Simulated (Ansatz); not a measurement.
System: cubic perovskite CsPbI3 (cubic high-temperature phase). Method: HSE06 (plane waves, PAW; Ansatz, a quantum-chemistry and plane-wave program).

Run with plane-wave cutoff 460 eV, 4×4×4 k mesh, Fermi–Dirac smearing 0.01 eV, scalar-relativistic PAW data made under PBE.

Energies at three volumes about the minimum:

| V (Å³/atom) | E − E_lowest (meV/atom) |
|---|---|
| 50.254 | 1.68 |
| 51.568 | 0.00 |
| 52.831 | 1.51 |

**Question.** Fit a parabola by hand: where is the minimum, what lattice constant follows, and what is the bulk modulus?

**Answer.** Slopes: (0.00 − 1.68)/(51.568 − 50.254) = -1.279 and (1.51 − 0.00)/(52.831 − 51.568) = 1.196 meV/Å³. Curvature E″ = 2 × (1.196 − (-1.279))/(52.831 − 50.254) = 1.921 meV/Å⁶. From the middle of the first interval, the slope vanishes at V0 = 50.9110 − (-1.279)/1.921 = 51.577 Å³/atom. B = V0 E″ = 51.577 × 1.921 meV/Å³ × 0.1602 GPa per meV/Å³ = 15.9 GPa. With 5 atoms in the cube, a = (5 × 51.577)^(1/3) = 6.365 Å. The full Birch–Murnaghan fit to all volumes gives V0 = 51.547 Å³/atom and B0 = 15.8 GPa.

Note: the relaxation could not lower the start's symmetry, so the cell can be a saddle point above a distorted one.
